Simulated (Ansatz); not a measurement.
# A Mg vacancy in wurtzite MgO, 95 atoms, charge −2

Aim: the barrier for an atom's jump, from a relaxed start and a climbing-image band; single points by other levels frame it (PBEsol and HSE06).

All numbers are computed with Ansatz 0.2.0 (PAW, plane waves).

## Step 1: The system as built

95 atoms (47 Mg, 48 O); a = 9.906 Å, b = 11.438 Å, c = 10.050 Å, α = 90.00°, β = 90.00°, γ = 90.00°. All atoms were shaken off their sites by about 0.02 Å along each axis. Defect site 1: (0.500, 0.417, 0.495).

The runs, in order: (2) PBEsol relaxation at the single k point (¼, ¼, ¼), on 1 × NVIDIA GB200 with 8 threads of Arm Neoverse-V2; (3) HSE06 single point at the single k point (¼, ¼, ¼), on 1 × NVIDIA GB200 with 8 threads of Arm Neoverse-V2; (4) PBEsol band at the single k point (¼, ¼, ¼), on 1 × NVIDIA GB200 with 8 threads of Arm Neoverse-V2; (5) HSE06 single point at the single k point (¼, ¼, ¼), on 1 × NVIDIA GB200 with 8 threads of Arm Neoverse-V2.

## Step 2: PBEsol relaxation in the fixed cell

in.yaml

```yaml
crystal:
  lattice:
    - [9.905818, 0.000000, 0.000000]
    - [0.000000, 11.438253, 0.000000]
    - [0.000000, 0.000000, 10.049646]
  atoms:
    - { symbol: Mg, position: [0.164743, 0.081384, 0.240690] }
    - { symbol: Mg, position: [0.165574, 0.085148, 0.743506] }
    - { symbol: Mg, position: [0.999928, 0.330839, 0.246933] }
    - { symbol: Mg, position: [0.999539, 0.334405, 0.745249] }
    - { symbol: Mg, position: [0.499843, 0.082242, 0.247837] }
    - { symbol: Mg, position: [0.500640, 0.083180, 0.744484] }
    - { symbol: Mg, position: [0.329926, 0.333379, 0.243029] }
    - { symbol: Mg, position: [0.332795, 0.335148, 0.744555] }
    - { symbol: Mg, position: [0.165957, 0.578936, 0.244963] }
    - { symbol: Mg, position: [0.162602, 0.581822, 0.745323] }
    - { symbol: Mg, position: [0.000263, 0.833466, 0.247812] }
    - { symbol: Mg, position: [0.003528, 0.834972, 0.744863] }
    - { symbol: Mg, position: [0.833651, 0.084381, 0.243339] }
    - { symbol: Mg, position: [0.831851, 0.083395, 0.744069] }
    - { symbol: Mg, position: [0.669460, 0.331715, 0.247247] }
    - { symbol: Mg, position: [0.667199, 0.333533, 0.747487] }
    - { symbol: Mg, position: [0.498151, 0.584284, 0.242654] }
    - { symbol: Mg, position: [0.500030, 0.582248, 0.744655] }
    - { symbol: Mg, position: [0.334052, 0.834867, 0.247442] }
    - { symbol: Mg, position: [0.337618, 0.832586, 0.745351] }
    - { symbol: Mg, position: [0.835911, 0.578650, 0.242573] }
    - { symbol: Mg, position: [0.830306, 0.584042, 0.746277] }
    - { symbol: Mg, position: [0.663358, 0.832857, 0.245431] }
    - { symbol: Mg, position: [0.667695, 0.832874, 0.746249] }
    - { symbol: Mg, position: [0.999660, 0.164421, 0.494363] }
    - { symbol: Mg, position: [0.001491, 0.163624, 0.994723] }
    - { symbol: Mg, position: [0.332821, 0.168080, 0.495812] }
    - { symbol: Mg, position: [0.332104, 0.164780, 0.992001] }
    - { symbol: Mg, position: [0.169076, 0.417517, 0.492187] }
    - { symbol: Mg, position: [0.165456, 0.415570, 0.995927] }
    - { symbol: Mg, position: [0.997690, 0.666415, 0.498633] }
    - { symbol: Mg, position: [0.001951, 0.664849, 0.998283] }
    - { symbol: Mg, position: [0.668758, 0.164740, 0.496574] }
    - { symbol: Mg, position: [0.667866, 0.163230, 0.996947] }
    - { symbol: Mg, position: [0.500735, 0.416084, 0.996306] }
    - { symbol: Mg, position: [0.333861, 0.668182, 0.494891] }
    - { symbol: Mg, position: [0.331483, 0.667857, 0.994111] }
    - { symbol: Mg, position: [0.167455, 0.917442, 0.493214] }
    - { symbol: Mg, position: [0.168039, 0.917523, 0.992739] }
    - { symbol: Mg, position: [0.834894, 0.416455, 0.494982] }
    - { symbol: Mg, position: [0.833145, 0.418920, 0.992489] }
    - { symbol: Mg, position: [0.663860, 0.664201, 0.493814] }
    - { symbol: Mg, position: [0.666642, 0.666550, 0.994679] }
    - { symbol: Mg, position: [0.498453, 0.918817, 0.497526] }
    - { symbol: Mg, position: [0.503139, 0.916390, 0.995603] }
    - { symbol: Mg, position: [0.831199, 0.916418, 0.495352] }
    - { symbol: Mg, position: [0.833997, 0.916535, 0.995603] }
    - { symbol: O, position: [0.998477, 0.168961, 0.192248] }
    - { symbol: O, position: [0.000812, 0.166133, 0.689890] }
    - { symbol: O, position: [0.331262, 0.170906, 0.191648] }
    - { symbol: O, position: [0.331698, 0.168001, 0.692849] }
    - { symbol: O, position: [0.167249, 0.417450, 0.193106] }
    - { symbol: O, position: [0.163042, 0.417423, 0.692042] }
    - { symbol: O, position: [0.000410, 0.666666, 0.192726] }
    - { symbol: O, position: [0.998945, 0.666801, 0.695839] }
    - { symbol: O, position: [0.667673, 0.165629, 0.193157] }
    - { symbol: O, position: [0.667719, 0.166965, 0.693473] }
    - { symbol: O, position: [0.496058, 0.416607, 0.191945] }
    - { symbol: O, position: [0.503617, 0.416017, 0.691956] }
    - { symbol: O, position: [0.332088, 0.668236, 0.194836] }
    - { symbol: O, position: [0.333146, 0.667522, 0.695991] }
    - { symbol: O, position: [0.165973, 0.918760, 0.191415] }
    - { symbol: O, position: [0.168050, 0.917292, 0.689953] }
    - { symbol: O, position: [0.835566, 0.418176, 0.195150] }
    - { symbol: O, position: [0.837063, 0.417674, 0.689617] }
    - { symbol: O, position: [0.669526, 0.665783, 0.191543] }
    - { symbol: O, position: [0.663886, 0.665544, 0.696617] }
    - { symbol: O, position: [0.499288, 0.915555, 0.193435] }
    - { symbol: O, position: [0.498700, 0.915778, 0.689881] }
    - { symbol: O, position: [0.829180, 0.916740, 0.191065] }
    - { symbol: O, position: [0.832695, 0.915579, 0.695763] }
    - { symbol: O, position: [0.165541, 0.081236, 0.444551] }
    - { symbol: O, position: [0.167633, 0.084625, 0.941744] }
    - { symbol: O, position: [0.998672, 0.334407, 0.442330] }
    - { symbol: O, position: [0.000477, 0.334678, 0.942400] }
    - { symbol: O, position: [0.498706, 0.083877, 0.441471] }
    - { symbol: O, position: [0.498281, 0.083809, 0.945958] }
    - { symbol: O, position: [0.334046, 0.334096, 0.442829] }
    - { symbol: O, position: [0.330517, 0.331822, 0.945447] }
    - { symbol: O, position: [0.167437, 0.579594, 0.448663] }
    - { symbol: O, position: [0.168738, 0.581705, 0.944152] }
    - { symbol: O, position: [0.998171, 0.832619, 0.444505] }
    - { symbol: O, position: [0.999270, 0.831291, 0.941086] }
    - { symbol: O, position: [0.832662, 0.083054, 0.441287] }
    - { symbol: O, position: [0.836378, 0.080628, 0.945181] }
    - { symbol: O, position: [0.665052, 0.333537, 0.440384] }
    - { symbol: O, position: [0.665572, 0.334784, 0.940706] }
    - { symbol: O, position: [0.494412, 0.582493, 0.442233] }
    - { symbol: O, position: [0.501081, 0.582439, 0.942999] }
    - { symbol: O, position: [0.331707, 0.827795, 0.443974] }
    - { symbol: O, position: [0.334069, 0.833960, 0.940526] }
    - { symbol: O, position: [0.833624, 0.583155, 0.440678] }
    - { symbol: O, position: [0.830506, 0.583712, 0.940686] }
    - { symbol: O, position: [0.670877, 0.833326, 0.441099] }
    - { symbol: O, position: [0.665554, 0.832407, 0.944552] }
  symmetry: { detect: false }
kpoints:
  mp_grid: { grid: [1, 1, 1], shift: [0.25, 0.25, 0.25] }
hamiltonian:
  xc: pbesol
total_charge: -2
scf:
  occupations: { method: fermi_dirac, width: 0.01 }
relax:
  f_tol: 0.03
  max_steps: 80
  escape_saddle: false
  adjacent_minimum: "off"
output:
  forces: true
  eigenvalues: true
  populations: true
  charged_corrections: { epsilon: 8 }
```

Run with:

```console
$ ansatz run in.yaml --threads 8 --pin off --max-ram 118750MiB --runs-dir r --events-out ev --progress --plain --backend cuda --devices 0, --max-vram 170GiB
```

The runs that follow: HSE06 single point; Elastic band between the two sites; HSE06 on the same atoms.

Before running it: what results should come out? Wanted: for each run, top filled to lowest empty.

**Answer**, as computed:

| level | time | top filled to lowest empty (eV) |
| --- | --- | --- |
| PBEsol, relaxation | 5.1 s (GPU) | 3.05 |
| HSE06 | 23 s (GPU) | 4.69 |
| HSE06, at the band's top | 23 s (GPU) | 5.02 |

| quantity | value |
| --- | --- |
| relaxation | 6 recorded steps, 2.63 eV gained |
| largest shift | 0.53 Å (O59) |
| barrier forwards, backwards | 1.26, 1.26 eV |
| jump | Mg by 3.07 Å |
| band iterations | 9 |
| top less start by HSE06 | 1.42 eV |

**What this shows.** The relaxation lowers the energy by 2.63 eV; the largest shift is 0.53 Å (O59). The PBEsol barrier is 1.26 eV forwards and 1.26 eV back, about 49 times kT at 300 K, without charge corrections. The cell's size and k points aren't converged for it. The program's check left the order of the top open. On the same two geometries HSE06 gives 1.42 eV. At the same k points, PBEsol gives a spacing 1.64 eV smaller than the 4.69 eV of HSE06. In a defect cell this spacing can involve defect levels, so it need not be the gap.
